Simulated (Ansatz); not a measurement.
# Ag (P6_3/mmc) in Ansatz: notebook

One crystal, Ag, is run at these levels: r2SCAN, PBE; tasks: single point, equation of state, phonons.

Everything below comes from runs of Ansatz 0.2.0. Logs are shortened: lines on timing, memory, paths and dates and some standing lists are left out, and cuts for length are marked.

## (1) Starting point

Symmetry: P6_3/mmc, No. 194, hexagonal system. Conventional cell: a = 2.930 Å, b = 2.930 Å, c = 4.790 Å, α = 90.00°, β = 90.00°, γ = 120.00°. Ag (site symmetry -6m2) is surrounded by 12 Ag at 2.93 Å.

This isn't the form of Ag at room conditions, which is fcc.

## (2) Single point, r2SCAN, 16.74 Å³/atom (volume scaled by 0.94)

File input.yaml:

```yaml
crystal:
  lattice:
    - [2.8701872985, 0.0, 0.0]
    - [-1.4350936493, 2.4856551142, 0.0]
    - [0.0, 0.0, 4.6922174607]
  atoms:
    - { symbol: Ag, position: [0.6666666667, 0.3333333333, 0.75] }
    - { symbol: Ag, position: [0.3333333333, 0.6666666667, 0.25] }
hamiltonian:
  xc: r2scan
  pseudopotentials: { kind: paw }
kpoints:
  mp_grid: { grid: [10, 10, 6] }
scf:
  occupations: { method: fermi_dirac, width: 0.05 }
output:
  forces: true
  stress: true
  eigenvalues: true
```

Potentials or basis: Ansatz PAW.

Launch:

```sh
> ansatz run input.yaml --threads 2 --pin off --max-ram 5632MiB --backend cpu --events-out ev --progress --plain --runs-dir out
```

The program printed:

```text
Warning: RAYON_NUM_THREADS=2 ignored (pool sized by the plan → 2); use --threads N
Engine: ansatz 0.2.0, x86_64-unknown-linux-gnu
Pseudopotentials: kind: paw
Pseudopotential: Ag, paw, valence charge 19, recommended cutoff 500 eV (meta_gga), Ag.paw.azcp
Functional definition: r2SCAN
  parameter k0 = 0.174
  parameter k1 = 0.065
  parameter a1 = 4.9479
  exchange = r2scan_x(k0 = k0, k1 = k1, a1 = a1)
  correlation = r2scan_c
Crystal: 2 atoms, lattice volume = 33.476 Å³
Basis set: ecut = 500 eV, 845 PW (Γ), exchange–correlation on 96×96×144 points (64 copies of the dense FFT grid, shifted against one another)
Bands: 23, of which v1, the nominal top of the filled ones, is band 19 counted from 1 (18 counted from 0)
Symmetry: 24 space group operations
Space group: P63/mmc (ITA 194), of the structure as read, at distance tolerance 3.2e-5 Å
k-points: 56 of 600
Non-local potential: Ag, projectors of the file, l = 0: 3, l = 1: 2, l = 2: 2, l = 3: 1
PAW form: soft (Blöchl's): semilocal exchange-correlation on the pseudo side does not see the compensation charge
PAW frozen core: Ag, regenerated for the run's functional (the file was generated under x = pbe(κ = 0.804, μ = 0.2195149727645171), c = pbe(β = 0.06672455060314922))
PAW one-centre angular grid: Ag, 590 points (default); XC on 160 Gauss nodes
Initial density: superposition of atomic densities (neutral atoms: chi_scale 0, normalization atom), corrected by the library's trained network
Initial wavefunctions: pseudopotential atomic-orbital guess
Functional: x = r2scan, c = r2scan; τ floored in thin density (d = 2e-4 eV/Å³)
SCF iter   1: F=—  HF=-15207.864927 eV  |F-HF|=—  |Δ(HF+E_count)|=         —  Δρ=1.15e-2  dr2=4.12e-2  dr2_τ=1.10e-3  ethr=1.77e-3  ⟨swp⟩=4.7  Hψ=4855  notcnv=0
preconditioner: auto → none  [insulator: Δε(μ)=0.259 eV  Ē_g=12.190 eV  σ=0.050 eV  W_gap=0.68  n_scr=10 (ndim 8)  ℏωp=30.1 eV  f_vac=0.000  D(μ)=0.65/eV (n_scr^D=2)  ε∞_Penn≈7.1]
SCF iter   2: F=—  HF=-15207.859850 eV  |F-HF|=—  |Δ(HF+E_count)|=   5.08e-3  Δρ=6.27e-3  dr2=4.88e-3  dr2_τ=1.36e-3  ethr=1.08e-4  ⟨swp⟩=2.0  Hψ=2531  notcnv=0  defer=8
SCF iter   3: F=—  HF=-15207.859084 eV  |F-HF|=—  |Δ(HF+E_count)|=   7.66e-4  Δρ=2.43e-3  dr2=9.50e-4  dr2_τ=5.25e-5  ethr=1.28e-5  ⟨swp⟩=2.6  Hψ=2347  notcnv=0  defer=8
SCF iter   4: F=—  HF=-15207.858994 eV  |F-HF|=—  |Δ(HF+E_count)|=   8.96e-5  Δρ=5.34e-4  dr2=3.99e-5  dr2_τ=4.86e-6  ethr=2.50e-6  ⟨swp⟩=1.5  Hψ=1574  notcnv=0  defer=8
SCF iter   5: F=—  HF=-15207.858992 eV  |F-HF|=—  |Δ(HF+E_count)|=   2.45e-6  Δρ=7.19e-5  dr2=6.46e-7  dr2_τ=9.64e-8  ethr=1.05e-7  ⟨swp⟩=2.3  Hψ=1888  notcnv=0  defer=8
SCF iter   6: F=-15207.858993 eV  HF=-15207.858993 eV  |F-HF|=1.74e-8  |Δ(HF+E_count)|=   1.25e-6  Δρ=7.82e-6  dr2=9.25e-9  dr2_τ=1.13e-9  ethr=2.63e-10  ⟨swp⟩=6.2  Hψ=5457  notcnv=0
SCF 1 converged in 6 iterations: F = -15207.858993 eV  dr2 = 9.25e-9
SCF converged after 6 iterations
Free energy (F): -15207.858993 eV
Harris-Foulkes:  -15207.858993 eV  (|F-HF|=1.74e-8)
Internal energy: -15207.853555 eV  (E = F + TS)
E sigma→0 (E₀):  -15207.856274 eV
Entropy (-TS):   -0.005438 eV (-2.719 meV/atom)
Fermi energy:    17.796461 eV
--- Per-component energies (eV) ---
  E_band       = -494.201812
  E_kinetic    = 1057.266971
  E_local      = -4339.495055  (includes V_loc(G=0)·N_el)
  E_nonlocal   = 162.335570
  E_hartree    = 1984.475048
  E_xc         = -357.500015
  E_vxc        = -526.682752  (∫ρ·V_xc dr)
  E_paw        = -7844.678467  (= ΣΔE_a)
  E_vpaw       = -854.467418  (= ΣTr[D̂ρ^β])
  E_aug_tail   = 0.000125  (compensation charges beyond the density's cutoff)
  E_vtau       = 37.886843  (kinetic-family band-sum trace: ∫τ·v_τ [+ j·A + Jᵃ·Aᵃ] dr)
  E_ewald      = -5869.239111
  E_core_change = -1.018621  (= ΣΔE_core)
  E_smearing   = -0.005438  (= −TS)
  E_closure    = -0.000000  (closes the sum)
  Σ components = -15207.858993   (vs F -15207.858993, Δ=0.00e0)
--- Forces (eV/Å), atoms counted from 1 ---
  atom   1  Ag    -0.00000000    -0.00000000     0.00000000
  atom   2  Ag     0.00000000     0.00000000     0.00000000
  max |Σ_I F_I| component: 1.73e-18 eV/Å
--- Stress (GPa, compression-positive) ---
        4.398443       0.000000       0.000000
        0.000000       4.398443       0.000000
        0.000000       0.000000       3.674270
  P = ⅓ Tr σ = 4.1571 GPa (41.571 kbar)
--- Band table (eV; the first three rows and the last of 56) ---
  k-point 0: bands = ["-76.9347", "-76.9151", "-39.6398", "-39.4810", "-39.4810", "-39.4574", "-39.4535", "-39.4535", "9.6933", "10.9231", "12.5489", "12.6509", "12.6509", "12.9017", "12.9017", "13.2687", "13.2687", "14.3334", "14.3334", "17.4077", "21.5763", "33.9141", "35.8422"]
  k-point 1: bands = ["-76.9334", "-76.9164", "-39.6277", "-39.4791", "-39.4791", "-39.4697", "-39.4553", "-39.4553", "9.9192", "10.9754", "12.5059", "12.5963", "12.5963", "12.8424", "12.8424", "13.4149", "13.4149", "14.3097", "14.3097", "16.1670", "23.1862", "33.6129", "35.5074"]
  k-point 2: bands = ["-76.9298", "-76.9200", "-39.5946", "-39.5034", "-39.4741", "-39.4741", "-39.4604", "-39.4604", "10.5157", "11.0875", "12.4740", "12.5487", "12.5487", "12.7100", "12.7100", "13.7111", "13.7111", "14.2105", "14.2105", "14.3025", "26.1629", "32.3899", "34.3766"]
  k-point 55: bands = ["-76.9103", "-76.9103", "-39.6054", "-39.6054", "-39.5593", "-39.5593", "-39.4938", "-39.4938", "11.6532", "11.6532", "12.1980", "12.1980", "12.7476", "12.7476", "13.3469", "13.3469", "14.4160", "14.4160", "21.1083", "21.1083", "24.2844", "24.2844", "24.6338"]
```

It took 6.4 s on 2 threads of Intel Xeon at 2.50GHz (Skylake/Cascade Lake), shared host; peak memory 0.44 GiB.

What came out:

```yaml
Free_energy: -15207.8590 eV
Pressure: 4.2 GPa
Band_gap_on_the_k_mesh: none (metal or under the smearing width)
```

Caveat: the PAW data sets come from PBE, with cores solved anew for the run's functional, which leaves a small shift of forces and pressure.

## (3) Single point, r2SCAN, 17.09 Å³/atom (volume scaled by 0.96)

input.yaml: that of step 2 with these lines changed.

```diff
@@ -2,5 +2,5 @@
   lattice:
-    - [2.8701872985, 0.0, 0.0]
-    - [-1.4350936493, 2.4856551142, 0.0]
-    - [0.0, 0.0, 4.6922174607]
+    - [2.8904005511, 0.0, 0.0]
+    - [-1.4452002756, 2.5031603044, 0.0]
+    - [0.0, 0.0, 4.7252623344]
   atoms:
```

Potentials or basis: Ansatz PAW.

Launch:

```sh
> ansatz run input.yaml --threads 2 --pin off --max-ram 5632MiB --backend cpu --events-out ev --progress --plain --runs-dir out
```

It took 5.8 s on 2 threads of Intel Xeon at 2.50GHz (Skylake/Cascade Lake), shared host; peak memory 0.44 GiB.

It converged, with:

```
Free energy            : -15207.8718 eV
Pressure               : 1.7 GPa
Band gap on the k mesh : none (metal or under the smearing width)
```

Caveat: the PAW data sets come from PBE, with cores solved anew for the run's functional, which leaves a small shift of forces and pressure.

## (4) Single point, r2SCAN, 17.45 Å³/atom (volume scaled by 0.98)

input.yaml: that of step 3 with these lines changed.

```diff
@@ -2,5 +2,5 @@
   lattice:
-    - [2.8904005511, 0.0, 0.0]
-    - [-1.4452002756, 2.5031603044, 0.0]
-    - [0.0, 0.0, 4.7252623344]
+    - [2.910334978, 0.0, 0.0]
+    - [-1.455167489, 2.5204240244, 0.0]
+    - [0.0, 0.0, 4.7578513803]
   atoms:
@@ -19 +19,5 @@
   eigenvalues: true
+  write_density: true
+  write_potential: true
+  elf: true
+  volumetric_format: npy
```

Launch:

```sh
> ansatz run input.yaml --threads 2 --pin off --max-ram 5632MiB --backend cpu --events-out ev --progress --plain --runs-dir out
```

Run time: 6.5 s. Hardware: 2 threads of Intel Xeon at 2.50GHz (Skylake/Cascade Lake), shared host; peak memory 0.44 GiB.

The run converged. Its results:

```
Free energy            : -15207.8743 eV
Pressure               : -0.5 GPa
Band gap on the k mesh : none (metal or under the smearing width)
```

Caveat: the PAW data sets come from PBE, with cores solved anew for the run's functional, which leaves a small shift of forces and pressure.

## (5) Single point, r2SCAN, 17.81 Å³/atom

input.yaml: that of step 4 with these lines changed.

```diff
@@ -2,5 +2,5 @@
   lattice:
-    - [2.910334978, 0.0, 0.0]
-    - [-1.455167489, 2.5204240244, 0.0]
-    - [0.0, 0.0, 4.7578513803]
+    - [2.93, 0.0, 0.0]
+    - [-1.465, 2.5374544331, 0.0]
+    - [0.0, 0.0, 4.79]
   atoms:
@@ -19,5 +19 @@
   eigenvalues: true
-  write_density: true
-  write_potential: true
-  elf: true
-  volumetric_format: npy
```

Launch:

```sh
> ansatz run input.yaml --threads 2 --pin off --max-ram 5632MiB --backend cpu --events-out ev --progress --plain --runs-dir out
```

Run time: 5 s. Hardware: 2 threads of Intel Xeon at 2.50GHz (Skylake/Cascade Lake), shared host; peak memory 0.44 GiB.

Results (log left out):

```yaml
Free_energy: -15207.8677 eV
Pressure: -2.4 GPa
Band_gap_on_the_k_mesh: none (metal or under the smearing width)
```

Caveat: the PAW data sets come from PBE, with cores solved anew for the run's functional, which leaves a small shift of forces and pressure.

## (6) Single point, r2SCAN, 18.16 Å³/atom (volume scaled by 1.02)

input.yaml: that of step 5 with these lines changed.

```diff
@@ -2,5 +2,5 @@
   lattice:
-    - [2.93, 0.0, 0.0]
-    - [-1.465, 2.5374544331, 0.0]
-    - [0.0, 0.0, 4.79]
+    - [2.949404539, 0.0, 0.0]
+    - [-1.4747022695, 2.5542592568, 0.0]
+    - [0.0, 0.0, 4.8217227788]
   atoms:
```

Potentials or basis: Ansatz PAW.

Launch:

```sh
> ansatz run input.yaml --threads 2 --pin off --max-ram 5632MiB --backend cpu --events-out ev --progress --plain --runs-dir out
```

Run time: 4.7 s. Hardware: 2 threads of Intel Xeon at 2.50GHz (Skylake/Cascade Lake), shared host; peak memory 0.45 GiB.

The run converged. Its results:

```
Free energy            : -15207.8532 eV
Pressure               : -4.1 GPa
Band gap on the k mesh : none (metal or under the smearing width)
```

Caveat: the PAW data sets come from PBE, with cores solved anew for the run's functional, which leaves a small shift of forces and pressure.

## (7) Single point, r2SCAN, 18.52 Å³/atom (volume scaled by 1.04)

input.yaml: that of step 6 with these lines changed.

```diff
@@ -2,5 +2,5 @@
   lattice:
-    - [2.949404539, 0.0, 0.0]
-    - [-1.4747022695, 2.5542592568, 0.0]
-    - [0.0, 0.0, 4.8217227788]
+    - [2.9685570532, 0.0, 0.0]
+    - [-1.4842785266, 2.5708458207, 0.0]
+    - [0.0, 0.0, 4.8530335443]
   atoms:
@@ -19 +19,5 @@
   eigenvalues: true
+  write_density: true
+  write_potential: true
+  elf: true
+  volumetric_format: npy
```

Launch:

```sh
> ansatz run input.yaml --threads 2 --pin off --max-ram 5632MiB --backend cpu --events-out ev --progress --plain --runs-dir out
```

It took 6.5 s on 2 threads of Intel Xeon at 2.50GHz (Skylake/Cascade Lake), shared host; peak memory 0.45 GiB.

The run converged. Its results:

* Free energy: -15207.8319 eV
* Pressure: -5.5 GPa
* Band gap on the k mesh: none (metal or under the smearing width)

Caveat: the PAW data sets come from PBE, with cores solved anew for the run's functional, which leaves a small shift of forces and pressure.

## (8) Single point, r2SCAN, 18.87 Å³/atom (volume scaled by 1.06)

input.yaml: that of step 7 with these lines changed.

```diff
@@ -2,5 +2,5 @@
   lattice:
-    - [2.9685570532, 0.0, 0.0]
-    - [-1.4842785266, 2.5708458207, 0.0]
-    - [0.0, 0.0, 4.8530335443]
+    - [2.9874655697, 0.0, 0.0]
+    - [-1.4937327848, 2.5872210763, 0.0]
+    - [0.0, 0.0, 4.8839454194]
   atoms:
```

Launch:

```sh
> ansatz run input.yaml --threads 2 --pin off --max-ram 5632MiB --backend cpu --events-out ev --progress --plain --runs-dir out
```

Wall time 6.1 s (2 threads of Intel Xeon at 2.50GHz (Skylake/Cascade Lake), shared host); peak memory 0.46 GiB.

Results (log left out):

```yaml
Free_energy: -15207.8046 eV
Pressure: -6.7 GPa
Band_gap_on_the_k_mesh: none (metal or under the smearing width)
```

Caveat: the PAW data sets come from PBE, with cores solved anew for the run's functional, which leaves a small shift of forces and pressure.

## (9) Equation of state, r2SCAN

Potentials or basis: Ansatz PAW.

No new run: the results of the series are fitted here.

What came out:

| Item | Value |
| --- | --- |
| Equilibrium volume | 17.36 Å³/atom |
| Bulk modulus at fixed shape and positions | 102 GPa |
| Pressure derivative of the bulk modulus | 5.7 |

Energy against volume, from the lowest point:
| volume (Å³/atom) | energy (meV/atom) |
| --- | --- |
| 16.738 | 7.63 |
| 17.094 | 1.23 |
| 17.450 | 0.00 |
| 17.806 | 3.29 |
| 18.162 | 10.53 |
| 18.518 | 21.19 |
| 18.875 | 34.82 |

Caveat: the cell was scaled at fixed shape and fractional positions, which overstates the stiffness of a crystal with free parameters, most of all of layers and chains; the PAW data sets were made with another functional, which shifts forces and pressure a little.

(Continued in part 2 of 2.)
